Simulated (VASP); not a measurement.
# C (P6_3/mmc) in VASP: a series of runs, part 2 of 2

VASP 6.6.1. Earlier steps stand in the parts before.

**3. Single point, revPBE**

This run uses another cell than the first one, of 6.46 Å³/atom, 1.120 times its volume.

INCAR reads:

```
PREC     = Accurate       # precision mode
ENCUT    = 520            # plane-wave cutoff, eV
EDIFF    = 1E-6           # SCF threshold, eV
ISMEAR   = -1             # smearing method
SIGMA    = 0.05           # smearing width, eV
LREAL    = F              # projectors in reciprocal space
LASPH    = T              # aspherical terms in the spheres
NELM     = 80             # most SCF steps
ALGO     = Normal         # electronic algorithm
ISIF     = 2              # what is computed and relaxed
LWAVE    = F              # write WAVECAR
LCHARG   = F              # write CHGCAR
GGA      = RE             # functional
NBANDS   = 16             # bands
```

KPOINTS reads:

```
regular mesh
0
Gamma
  12 12 7
```

POSCAR reads:

```
C
1.0
    2.6178211528      0.0000000000      0.0000000000
   -1.3089105764      2.2670996209      0.0000000000
    0.0000000000      0.0000000000      4.3558466212
C
4
Direct
    0.3333333333      0.6666666667      0.0627000020
    0.6666666667      0.3333333333      0.5627000020
    0.3333333333      0.6666666667      0.4372999980
    0.6666666667      0.3333333333      0.9372999980
```

Potentials or basis: VASP PAW PBE potentials, release 64 (C).

Command:

```bash
$ cat potpaw_PBE.64/C/POTCAR > POTCAR
$ mpirun -np 1 vasp_std > vasp.out
```

It took 21 s on 1 thread of Intel Xeon Platinum 8259CL at 2.50GHz (Skylake/Cascade Lake), shared host; peak memory 0.14 GiB.

The run converged. Its results:

```
Free energy            : -34.3067 eV
Pressure               : -38.5 GPa
Largest force          : 0.112 eV/Å
Band gap on the k mesh : 3.75 eV, indirect (least direct gap 4.75 eV)
```

Forces in eV/Å, atoms in the order of the input:
```
C    0.000  0.000 -0.112
C    0.000  0.000 -0.112
C    0.000  0.000  0.112
C    0.000  0.000  0.112
```

Stress tensor (GPa, compression positive):
```
-38.30   0.00   0.00
  0.00 -38.30   0.00
  0.00   0.00 -38.87
```

Levels at points of the mesh, in eV from the valence-band top:
| k point | band 4 | band 5 | band 6 | band 7 | band 8 | band 9 | band 10 | band 11 | band 12 | band 13 |
| --- | --- | --- | --- | --- | --- | --- | --- | --- | --- | --- |
| (0.00, 0.00, 0.00) | -2.71 | -2.71 | -0.38 | 0.00 | 0.00 | 4.75 | 4.75 | 5.02 | 6.55 | 8.76 |
| (0.50, 0.00, 0.00) | -9.22 | -8.22 | -5.68 | -5.12 | -2.77 | 4.18 | 7.76 | 7.81 | 7.87 | 9.10 |

Caveat: a pressure of tens of GPa on the cell as given is suspect, and the run, the potentials or the cell itself is likely at fault; the PAW data sets were made with another functional, which shifts forces and pressure a little; an odd mesh through Γ misses points on the zone boundary, where band edges often lie.

**4. Single point, revPBE**

This run uses another cell than the first one, of 6.23 Å³/atom, 1.080 times its volume.

INCAR reads:

```
PREC = Accurate
ENCUT = 520
EDIFF = 1E-7
ISMEAR = -1
SIGMA = 0.05
LREAL = False
LASPH = True
NELM = 100
ALGO = Normal
ISIF = 2
LWAVE = False
LCHARG = True
GGA = RE
LELF = True
LVHAR = True
NBANDS = 16
```

KPOINTS is that of step 3.

POSCAR reads:

```
C
1.0
    2.5862780677      0.0000000000      0.0000000000
   -1.2931390338      2.2397825078      0.0000000000
    0.0000000000      0.0000000000      4.3033614311
C
4
Direct
    0.3333333333      0.6666666667      0.0627000020
    0.6666666667      0.3333333333      0.5627000020
    0.3333333333      0.6666666667      0.4372999980
    0.6666666667      0.3333333333      0.9372999980
```

Potentials or basis: VASP PAW PBE potentials, release 64 (C).

Command:

```bash
$ cat potpaw_PBE.64/C/POTCAR > POTCAR
$ mpirun -np 1 vasp_std > vasp.out
```

OUTCAR:

```text
PREC = Accurate
   ENCUT = 520
   EDIFF = 1E-7
   ISMEAR = -1
   LREAL = False
   LASPH = True
   NELM = 100
   ISIF = 2
   GGA = RE

 ion  position               nearest neighbor table
   1  0.333  0.667  0.063-   4 1.59   4 1.59   4 1.59   3 1.61
   2  0.667  0.333  0.563-   3 1.59   3 1.59   3 1.59   4 1.61
   3  0.333  0.667  0.437-   2 1.59   2 1.59   2 1.59   1 1.61
   4  0.667  0.333  0.937-   1 1.59   1 1.59   1 1.59   2 1.61

  LATTYP: Found a hexagonal cell.
[... 658 lines left out ...]
  Direction    XX          YY          ZZ          XY          YZ          ZX
  --------------------------------------------------------------------------------------
  -------------------------------------------------------------------------------------
  Total       -4.3170367     -4.3170367     -4.3858736     -0.0000000     -0.0000000      0.0000000
  in kB     -277.4645080   -277.4645080   -281.8887879     -0.0000000     -0.0000000      0.0000000
  external PRESSURE =    -278.9392680 kB  Pullay stress =       0.0000000 kB

 VOLUME and BASIS-vectors are now :
 -----------------------------------------------------------------------------
  energy-cutoff  :      520.00
  volume of cell :       24.93
      direct lattice vectors                 reciprocal lattice vectors
     2.586278068  0.000000000  0.000000000     0.386656026  0.223235961  0.000000000
    -1.293139034  2.239782508  0.000000000     0.000000000  0.446471922  0.000000000
     0.000000000  0.000000000  4.303361431     0.000000000  0.000000000  0.232376484

 POSITION                                       TOTAL-FORCE (eV/Angst)
 -----------------------------------------------------------------------------------
     -0.00000      1.49319      0.26982         0.000000      0.000000     -0.077207
      1.29314      0.74659      2.42150        -0.000000     -0.000000     -0.077207
     -0.00000      1.49319      1.88186         0.000000      0.000000      0.077207
      1.29314      0.74659      4.03354        -0.000000      0.000000      0.077207
 -----------------------------------------------------------------------------------
    total drift:                               -0.000000      0.000000      0.000000

  FREE ENERGIE OF THE ION-ELECTRON SYSTEM (eV)
  ---------------------------------------------------
  free  energy   TOTEN  =       -34.4978008943 eV

  energy  without entropy=      -34.4978008942  energy(sigma->0) =      -34.49780089
```

stdout:

```text
POSCAR found type information on POSCAR C
 POSCAR found :  1 types and       4 ions
 scaLAPACK will be used
 -----------------------------------------------------------------------------
|                                                                             |
|                                                                             |
|     You enforced a specific xc type in the INCAR file but a different       |
|     I HOPE YOU KNOW WHAT YOU ARE DOING!                                     |
|                                                                             |
 -----------------------------------------------------------------------------

 LDA part: xc-table for (Slater+PW92), standard interpolation
 POSCAR, INCAR and KPOINTS ok, starting setup
 FFT: planning ... GRIDC
 FFT: planning ... GRID_SOFT
 FFT: planning ... GRID
 WAVECAR not read
 entering main loop
```

It took 24 s on 1 thread of Intel Xeon Platinum 8259CL at 2.50GHz (Skylake/Cascade Lake), shared host; peak memory 0.14 GiB.

What came out:

```yaml
Free_energy: -34.4978 eV
Pressure: -27.9 GPa
Largest_force: 0.077 eV/Å
Band_gap_on_the_k_mesh: 3.65 eV, indirect (least direct gap 4.81 eV)
```

Forces on the atoms (eV/Å):
```
C    0.000  0.000 -0.077
C    0.000  0.000 -0.077
C    0.000  0.000  0.077
C    0.000  0.000  0.077
```

Caveat: so large a pressure means that the cell lies far from this level's equilibrium, or that cutoff or potentials fall short; the potentials were made for another functional, which shifts forces and pressure; an odd mesh through Γ misses points on the zone boundary, where band edges often lie.

**5. Overview**

```tsv
cell	k mesh	gap on the mesh (eV)	pressure (GPa)	largest force (eV/Å)
P6_3/mmc, 5.77 Å³/atom	13 × 13 × 7	3.54	0.5	0.01
P6_3/mmc, 6.46 Å³/atom	12 × 12 × 7	3.75	-38.5	0.11
P6_3/mmc, 6.23 Å³/atom	12 × 12 × 7	3.65	-27.9	0.08
```

Alike in all rows: task single point; level revPBE; potentials or basis VASP PAW PBE potentials, release 64 (C); no spin polarisation; cutoff (eV) 520; smearing fermi-dirac 0.05 eV.

On the cell as given the gap runs from 3.54 eV (revPBE) to 3.75 eV (revPBE); the meshes differ, which moves gaps too.

Caveats: an odd mesh through Γ misses points on the zone boundary, where band edges often lie; the PAW data sets were made with another functional, which shifts forces and pressure a little (some runs); a pressure of tens of GPa on the cell as given is suspect, and the run, the potentials or the cell itself is likely at fault (some runs); so large a pressure means that the cell lies far from this level's equilibrium, or that cutoff or potentials fall short (some runs); the potentials were made for another functional, which shifts forces and pressure (some runs).

Absolute energies hang on the potentials; compare differences alone.
